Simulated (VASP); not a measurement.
# Hf (Fm-3m) in VASP: notebook

One crystal, Hf, is run at these levels: PBEsol, PBE; tasks: equation of state.

Program: VASP 6.6.1. These are calculated values, not measurements. Logs are shortened: lines on timing, memory, paths and dates and some standing lists are left out, and cuts for length are marked.

## (1) The structure

The structure is cubic, space group Fm-3m (No. 225). The conventional cell has a = 4.440 Å, b = 4.440 Å, c = 4.440 Å, α = 90.00°, β = 90.00°, γ = 90.00°. Around Hf (site symmetry m-3m) lie 12 Hf at 3.14 Å.

This isn't the form of Hf at room conditions, which is hcp.

## (2) Equation of state, PBEsol, 20.57 Å³/atom (volume scaled by 0.94)

INCAR reads:

```
SYSTEM = Hf
ALGO = Normal ; EDIFF = 1E-7
ENCUT = 520 ; GGA = PS
ISIF = 2 ; ISMEAR = -1
LASPH = .TRUE. ; LCHARG = .FALSE.
LREAL = .FALSE. ; LWAVE = .FALSE.
NBANDS = 11 ; NELM = 80
PREC = Accurate ; SIGMA = 0.05
```

KPOINTS reads:

```
k-points
0
G
  10 10 10
  0 0 0
```

POSCAR reads:

```
Hf
1.0
    0.0000000000      2.1746811613      2.1746811613
    2.1746811613      0.0000000000      2.1746811613
    2.1746811613      2.1746811613      0.0000000000
Hf
1
Direct
    0.0000000000      0.0000000000      0.0000000000
```

Potentials or basis: VASP PAW PBE potentials, release 64 (Hf_pv).

Run with:

```sh
> cat potpaw_PBE.64/Hf_pv/POTCAR > POTCAR
> mpirun -np 1 vasp_std > vasp.out
```

OUTCAR:

```text
SYSTEM = Hf
   EDIFF = 1E-7
   ENCUT = 520
   GGA = PS
   ISIF = 2
   ISMEAR = -1
   LASPH = .TRUE.
   LREAL = .FALSE.
   NELM = 80
   PREC = Accurate

 Found     47 irreducible k-points:

 Following reciprocal coordinates:
            Coordinates               Weight
  0.000000  0.000000  0.000000      1.000000
  0.100000  0.000000  0.000000      8.000000
  0.200000  0.000000  0.000000      8.000000
  0.300000  0.000000  0.000000      8.000000
  0.400000  0.000000  0.000000      8.000000
  0.500000  0.000000  0.000000      4.000000
   k-points           NKPTS =     47   k-points in BZ     NKDIM =     47   number of bands    NBANDS=     11
   number of dos      NEDOS =    301   number of ions     NIONS =      1
   total plane-waves  NPLWV =  13824
   dimension x,y,z NGX =    24 NGY =   24 NGZ =   24
   dimension x,y,z NGXF=    48 NGYF=   48 NGZF=   48
   ions per type =               1
   NGX,Y,Z   is equivalent  to a cutoff of  12.97, 12.97, 12.97 a.u.
   NGXF,Y,Z  is equivalent  to a cutoff of  25.95, 25.95, 25.95 a.u.
 SYSTEM =  Hf
   PREC   = accura    normal or accurate (medium, high low for compatibility)
   ISTART =      0    job   : 0-new  1-cont  2-samecut
   ICHARG =      2    charge: 1-file 2-atom 10-const
   ISPIN  =      1    spin polarized calculation?
   LNONCOLLINEAR =      F non collinear calculations
   LSORBIT =      F    spin-orbit coupling
   LASPH  =      T    aspherical Exc in radial PAW
   ENCUT  =  520.0 eV  38.22 Ry    6.18 a.u.   5.72  5.72  5.72*2*pi/ulx,y,z
   NELM   =     80;   NELMIN=  2; NELMDL= -5     # of ELM steps
   EDIFF  = 0.1E-06   stopping-criterion for ELM
   LREAL  =      F    real-space projection
   EDIFFG = 0.1E-05   stopping-criterion for IOM
   NSW    =      0    number of steps for IOM
   IBRION =     -1    ionic relax: 0-MD 1-quasi-New 2-CG
   NFREE  =      0    steps in history (QN), initial steepest desc. (CG)
   ISIF   =      2    stress and relaxation
   ISYM   =      2    0-nonsym 1-usesym 2-fastsym
   POTIM  = 0.5000    time-step for ionic-motion
   TEBEG  =    0.0;   TEEND  =   0.0 temperature during run
   PSTRESS=    0.0 pullay stress
   NELECT =      10.0000    total number of electrons
   NUPDOWN=      -1.0000    fix difference up-down
   EMIN   =  10.00;   EMAX   =-10.00  energy-range for DOS
   EFERMI =   0.00;   METHOD = LEGACY
   ISMEAR =    -1;   SIGMA  =   0.05  broadening in eV -4-tet -1-fermi 0-gaus
   EFERMI_NEDOS =   21; number of points for ismear=-14 and -15
   IALGO  =     38    algorithm
   IMIX   =      4    mixing-type and parameters
     AMIX     =   0.40;   BMIX     =  1.00
     AMIX_MAG =   1.60;   BMIX_MAG =  1.00
  volume/ion in A,a.u.               =      20.57       138.81
  Fermi-wavevector in a.u.,A,eV,Ry     =   1.287269  2.432585 22.545683  1.657061
  Thomas-Fermi vector in A             =   2.419293
   LORBIT       =      0    0 simple, 1 ext, 2 COOP (PROOUT), +10 PAW based schemes
   GGA     = PS    functional components
   LHFCALC =     F    Hartree Fock is set to
   AEXX    =    0.0000 exact exchange contribution
   IVDW    =     0    specifies the selected vdW correction
   LEPSILON=     F    determine dielectric tensor
   LRPA    =     F    only Hartree local field effects (RPA)
 non-spin polarized calculation
  energy-cutoff  :      520.00
  volume of cell :       20.57
 maximum number of plane-waves:       568
   NGX = 11   NGY = 11   NGZ = 11

 number of electron      10.0000001 magnetization

 Free energy of the ion-electron system (eV)
  ---------------------------------------------------
  ext. energy  EPLUGINS =         0.00000000
  ---------------------------------------------------
  free energy    TOTEN  =       -10.42733506 eV

  energy without entropy =      -10.41684932  energy(sigma->0) =      -10.42209219

 E-fermi :   5.1818     XC(G=0): -11.7824

 val. band max:        5.1756460052   @ k =   0.3000   0.0000   0.0000
 cond. band min:       5.2614055716   @ k =  -0.3000   0.2000   0.0000
 fundamental gap:      0.0857595664
 Fermi energy:         5.1818378918

 k-point     1 :       0.0000    0.0000    0.0000
  band No.  band energies     occupation
      1     -24.4742      2.00000
      2     -24.4742      2.00000
      3     -24.4742      2.00000
      4      -2.3223      2.00000
      5       6.5979      0.00000
      6       6.5979      0.00000
      7       6.5979      0.00000
      8       9.6958      0.00000
      9       9.6958      0.00000
     10      16.8326      0.00000
     11      18.5158      0.00000

 k-point     2 :       0.1000    0.0000    0.0000
  band No.  band energies     occupation
      1     -24.5858      2.00000
      2     -24.4879      2.00000
      3     -24.4879      2.00000
      4      -1.9393      2.00000
      5       6.2274      0.00000
      6       6.7735      0.00000
      7       6.7735      0.00000
      8       9.5030      0.00000
      9       9.5030      0.00000
     10      17.6499      0.00000
     11      18.5136      0.00000

 k-point     3 :       0.2000    0.0000    0.0000
  band No.  band energies     occupation
      1     -24.8690      2.00000
      2     -24.5237      2.00000
      3     -24.5237      2.00000
      4      -0.9174      2.00000
      5       5.5233      0.00216
      6       7.0248      0.00000
      7       7.0248      0.00000
      8       9.4014      0.00000
      9       9.4014      0.00000
     10      17.7039      0.00000
     11      18.5206      0.00000

 k-point     4 :       0.3000    0.0000    0.0000
  band No.  band energies     occupation
      1     -25.2024      2.00000
      2     -24.5675      2.00000
      3     -24.5675      2.00000
      4       0.3170      2.00000
      5       5.1756      1.06184
      6       6.8287      0.00000
      7       6.8287      0.00000
      8      10.1728      0.00000
      9      10.1728      0.00000
     10      16.3554      0.00000
     11      18.5135      0.00000

 k-point     5 :       0.4000    0.0000    0.0000
  band No.  band energies     occupation
      1     -25.4603      2.00000
      2     -24.6025      2.00000
      3     -24.6025      2.00000
      4       1.0953      2.00000
      5       5.6162      0.00034
      6       6.4798      0.00000
      7       6.4798      0.00000
      8      11.4215      0.00000
      9      11.4215      0.00000
     10      15.6177      0.00000
     11      18.0071      0.00000

 k-point     6 :       0.5000    0.0000    0.0000
  band No.  band energies     occupation
      1     -25.5562      2.00000
      2     -24.6158      2.00000
      3     -24.6158      2.00000
      4       1.2823      2.00000
      5       6.0909      0.00000
      6       6.3352      0.00000
      7       6.3352      0.00000
      8      12.0871      0.00000
      9      12.0871      0.00000
     10      15.6457      0.00000
     11      16.4455      0.00000

 [... further k-points ...]

------------------------ aborting loop because EDIFF is reached ----------------------------------------

  FORCE on cell =-STRESS in cart. coord.  units (eV):
  Direction    XX          YY          ZZ          XY          YZ          ZX
  --------------------------------------------------------------------------------------
  -------------------------------------------------------------------------------------
  Total        0.6743363      0.6743363      0.6743363      0.0000000     -0.0000000      0.0000000
  in kB       52.5255149     52.5255149     52.5255149      0.0000000     -0.0000000      0.0000000
  external PRESSURE =      52.5255149 kB  Pullay stress =       0.0000000 kB

 VOLUME and BASIS-vectors are now :
 -----------------------------------------------------------------------------
  energy-cutoff  :      520.00
  volume of cell :       20.57
      direct lattice vectors                 reciprocal lattice vectors
     0.000000000  2.174681161  2.174681161    -0.229918762  0.229918762  0.229918762
     2.174681161  0.000000000  2.174681161     0.229918762 -0.229918762  0.229918762
     2.174681161  2.174681161  0.000000000     0.229918762  0.229918762 -0.229918762

 POSITION                                       TOTAL-FORCE (eV/Angst)
 -----------------------------------------------------------------------------------
      0.00000      0.00000      0.00000        -0.000000      0.000000      0.000000
 -----------------------------------------------------------------------------------
    total drift:                               -0.000000     -0.000000     -0.000000

  FREE ENERGIE OF THE ION-ELECTRON SYSTEM (eV)
  ---------------------------------------------------
  free  energy   TOTEN  =       -10.4273350576 eV

  energy  without entropy=      -10.4168493153  energy(sigma->0) =      -10.42209219
```

It took 14 s on 1 thread of AMD EPYC 7R43 (Zen 3), shared host; peak memory 0.11 GiB.

What came out:

```
Free energy            : -10.4273 eV
Pressure               : 5.3 GPa
Band gap on the k mesh : none (metal or under the smearing width)
```

Caveat: the PAW data sets were made with another functional, which shifts forces and pressure a little.

## (3) Equation of state, PBEsol, 21.01 Å³/atom (volume scaled by 0.96)

INCAR is that of step 2.

KPOINTS is that of step 2.

POSCAR reads:

```
Hf
1.0
    0.0000000000      2.1899963220      2.1899963220
    2.1899963220      0.0000000000      2.1899963220
    2.1899963220      2.1899963220      0.0000000000
Hf
1
Direct
    0.0000000000      0.0000000000      0.0000000000
```

Potentials or basis: VASP PAW PBE potentials, release 64 (Hf_pv).

Run with:

```sh
> cat potpaw_PBE.64/Hf_pv/POTCAR > POTCAR
> mpirun -np 1 vasp_std > vasp.out
```

It took 14 s on 1 thread of AMD EPYC 7R43 (Zen 3), shared host; peak memory 0.1 GiB.

The run converged. Its results:

```yaml
Free_energy: -10.4380 eV
Pressure: 2.6 GPa
Band_gap_on_the_k_mesh: none (metal or under the smearing width)
```

Caveat: the PAW data sets were made with another functional, which shifts forces and pressure a little.

(Part 1 of 2 ends here.)
